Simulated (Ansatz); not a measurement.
## Pd under changes of volume

One of the cells (15.531 Å³/atom); the others are scaled copies at fixed shape and fractional positions:

```xyz
2
Lattice="2.7837 0.0000 0.0000 -1.3918 2.4107 0.0000 0.0000 0.0000 4.6289" Properties=species:S:1:pos:R:3 pbc="T T T"
Pd    0.0000    1.6071    1.1572
Pd    1.3918    0.8036    3.4717
```

This isn't the form of Pd at room conditions, which is fcc.

```yaml
Program: Ansatz 0.2.0
Functional: LDA
Potentials_or_basis: all-electron LAPW, scalar-relativistic
Cutoff: 260 eV (chosen from the basis error)
Basis_error_allowed: 0.001 eV/atom
k_mesh: 11 × 11 × 6
Occupations: fermi-dirac, width 0.05 eV
Spin: no spin polarisation
```

```tsv
volume (Å³/atom)	energy over the lowest point (meV/atom)	pressure (GPa)
14.600	0.00	-5.6
14.910	15.00	-9.5
15.221	?	?
15.531	64.97	-15.7
15.842	98.16	-18.2
16.153	135.80	-20.3
16.463	177.25	-22.1
```

Task: What does the run at 15.221 Å³/atom give?

Result: Energy over the lowest point 36.97 meV/atom; pressure -12.8 GPa.

Worked out: A Birch-Murnaghan fit of order 3 (a polynomial in V^(-2/3)) to the other rows has its minimum at 14.20 Å³/atom, just outside them, with B0 = V·E''(V) = 225 GPa and B' = 5.4 at fixed shape and positions, which overstates the stiffness. It gives 37.03 meV/atom at 15.221 Å³/atom, against the run's 36.97, and -dE/dV = -13.0 GPa, against -12.8.

Energies are extrapolated to zero smearing.
